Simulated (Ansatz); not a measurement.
# KTaO3: energy and pressure over a range of volumes

An exercise on one series of results from a longer session: the logs are not shown, and one member is left open.

Program: Ansatz 0.2.0. Level of theory: DFT PBE, scalar-relativistic. These are calculated values, not measurements.

### Starting point

It takes space group Pm-3m (No. 221, cubic). The conventional cell has a = 3.988 Å, b = 3.988 Å, c = 3.988 Å, α = 90.00°, β = 90.00°, γ = 90.00°. Around K (site symmetry m-3m) lie 12 O at 2.82 Å. Around Ta (site symmetry m-3m) lie 6 O at 1.99 Å. Around O (site symmetry 4/mmm) lie 2 Ta at 1.99 Å and 4 K at 2.82 Å.

Coordinates:

```xyz
5
Lattice="3.9883 0.0000 0.0000 0.0000 3.9883 0.0000 0.0000 0.0000 3.9883" Properties=species:S:1:pos:R:3 pbc="T T T"
K     1.9941    1.9941    1.9941
Ta    0.0000    0.0000    0.0000
O     1.9941    0.0000    0.0000
O     0.0000    1.9941    0.0000
O     0.0000    0.0000    1.9941
```

Atoms are numbered in the order of the input: K1, Ta2, O3, O4, O5.

The first run:

input.yaml

```yaml
crystal:
  lattice:
    - [3.9343974464, 0.0, 0.0]
    - [0.0, 3.9343974464, 0.0]
    - [0.0, 0.0, 3.9343974464]
  atoms:
    - { symbol: K, position: [0.5, 0.5, 0.5] }
    - { symbol: Ta, position: [0.0, 0.0, 0.0] }
    - { symbol: O, position: [0.5, 0.0, 0.0] }
    - { symbol: O, position: [0.0, 0.5, 0.0] }
    - { symbol: O, position: [0.0, 0.0, 0.5] }
kpoints:
  mp_grid: { grid: [5, 5, 5] }
  band_path:
    path:
      - [0.0, 0.0, 0.0]
      - [0.0, 0.5, 0.0]
      - [0.5, 0.5, 0.0]
      - [0.0, 0.0, 0.0]
      - [0.5, 0.5, 0.5]
      - [0.0, 0.5, 0.0]
      - [0.5, 0.5, 0.5]
      - [0.5, 0.5, 0.0]
    npoints: 5
scf:
  occupations: { method: fermi_dirac, width: 0.01 }
hamiltonian:
  xc: pbe
  pseudopotentials: { kind: all_electron, lapw: { basis_error: 0.0005 } }
output:
  forces: true
  stress: true
  eigenvalues: true
```

Command:

```
ansatz run input.yaml --threads 2 --pin off --max-ram 6144MiB --backend cpu --events-out ev --progress --plain --runs-dir out
```

Steps of the session up to this table: Volume × 0.96, LAPW; Volume × 0.96, PAW; Volume × 0.96, crystal datasets; Volume × 0.99, LAPW; Volume × 0.99, PAW; Volume × 0.99, crystal datasets; Volume × 1.02, LAPW; Volume × 1.02, PAW; Volume × 1.02, crystal datasets; Volume × 1.06, LAPW; Volume × 1.06, PAW; Volume × 1.06, crystal datasets.

One table of the session follows, with a row left open; its other results are not shown here.

It belongs to the step «The equation of state». 

| method | volume (Å³/atom) | gap on the k mesh (eV) |
| --- | --- | --- |
| LAPW | 12.180 | 2.43 |
| LAPW | 12.561 | 2.36 |
| LAPW | 12.942 | 2.29 |
| LAPW | 13.449 | 2.20 |
| PAW | 12.180 | 2.43 |
| PAW | 12.561 | 2.35 |
| PAW | 12.942 | 2.28 |
| PAW | 13.449 | ? |
| crystal datasets | 12.180 | 2.43 |
| crystal datasets | 12.561 | 2.36 |
| crystal datasets | 12.942 | 2.29 |
| crystal datasets | 13.449 | 2.20 |

Estimate the missing values for PAW, 13.449.

**Answer.** gap on the k mesh (eV): 2.18. In the column «gap on the k mesh (eV)» it is the lowest.

To keep in mind: Warnings in the runs' records: gradients without spin orbit, crystal datasets made.
